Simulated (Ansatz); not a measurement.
# Si: the cost of one run

Program: Ansatz 0.2.0. Level of theory: DFT PBEsol, scalar-relativistic, plane waves, PAW. These are calculated values, not measurements.

The COD entry's cell or inner coordinates are ideal or old and differ from later refinements, so a difference from it is no clean test against experiment.

That is the level of the relaxation; later steps name their own.

## 1. The structure to begin with

Symmetry: Fd-3m, No. 227, cubic system. The conventional cell has a = 5.434 Å, b = 5.434 Å, c = 5.434 Å, α = 90.00°, β = 90.00°, γ = 90.00°. Si (site symmetry -43m) is surrounded by 4 Si at 2.35 Å.

Coordinates:

```cif
data_structure
_symmetry_space_group_name_H-M 'P 1'
_symmetry_Int_Tables_number 1
_cell_length_a 3.8422
_cell_length_b 3.8422
_cell_length_c 3.8422
_cell_angle_alpha 60.000
_cell_angle_beta 60.000
_cell_angle_gamma 60.000
_cell_volume 40.11
loop_
_atom_site_label
_atom_site_type_symbol
_atom_site_fract_x
_atom_site_fract_y
_atom_site_fract_z
_atom_site_occupancy
Si1 Si 0.75000 0.75000 0.75000 1
Si2 Si 0.50000 0.50000 0.50000 1
```

It is the result of an earlier relaxation at this level (volume 20.05 Å³/atom; gap on the mesh: 0.46 eV).

## 2. Band edges over the whole zone

File input.yaml:

```yaml
crystal:
  lattice:
    - [0.0, 2.716813908, 2.716813908]
    - [2.716813908, 0.0, 2.716813908]
    - [2.716813908, 2.716813908, 0.0]
  atoms:
    - { symbol: Si, position: [0.75, 0.75, 0.75] }
    - { symbol: Si, position: [0.5, 0.5, 0.5] }
basis:
  ecutwfc: 420
kpoints:
  mp_grid: { grid: [12, 12, 12] }
  band_path: { path: [VBM, CBM], npoints: 2 }
hamiltonian:
  xc: pbesol
scf:
  occupations: { method: gaussian, width: 0.02 }
output:
  forces: true
  stress: true
  eigenvalues: true
```

The run is started by

```bash
$ ansatz run input.yaml --threads 1 --pin off --max-ram 2560MiB --backend cpu --events-out ev --progress --plain --runs-dir out
```

What time and memory should one allow on 1 thread of Intel Xeon Platinum 8259CL at 2.50GHz (Skylake/Cascade Lake), shared host?

About 3.2 s, with a peak of 0.34 GiB.
